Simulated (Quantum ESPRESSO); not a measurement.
Rb under changes of volume

One of the cells (88.043 Å³/atom); the others are scaled copies at fixed shape and fractional positions:

```xyz
1
Lattice="-2.8025 2.8025 2.8025 2.8025 -2.8025 2.8025 2.8025 2.8025 -2.8025" Properties=species:S:1:pos:R:3 pbc="T T T"
Rb    0.0000    0.0000    0.0000
```

| Quantity | Value |
| --- | --- |
| Program | Quantum ESPRESSO 7.5 |
| Functional | LDA |
| Potentials or basis | GBRV 1.5 LDA |
| Cutoff | 612 eV |
| Density cutoff | 4898 eV |
| k mesh | 7 × 7 × 7 |
| Occupations | fermi-dirac, width 0.05 eV |
| Spin | no spin polarisation |

| volume (Å³/atom) | energy over the lowest point (meV/atom) | pressure (GPa) |
| --- | --- | --- |
| 82.761 | 0.00 | -0.2 |
| 84.522 | ? | ? |
| 86.283 | 5.99 | -0.3 |
| 88.043 | 9.83 | -0.4 |
| 89.804 | 14.12 | -0.4 |
| 91.565 | 18.82 | -0.4 |
| 93.326 | 23.90 | -0.5 |

Q: What does the run at 84.522 Å³/atom give?

A: Energy over the lowest point 2.66 meV/atom; pressure -0.3 GPa.

Worked out: A Birch-Murnaghan fit of order 3 (a polynomial in V^(-2/3)) to the other rows has no minimum within the range. It gives 2.70 meV/atom at 84.522 Å³/atom, against the run's 2.66, and -dE/dV = -0.3 GPa, against -0.3.

Energies are extrapolated to zero smearing.
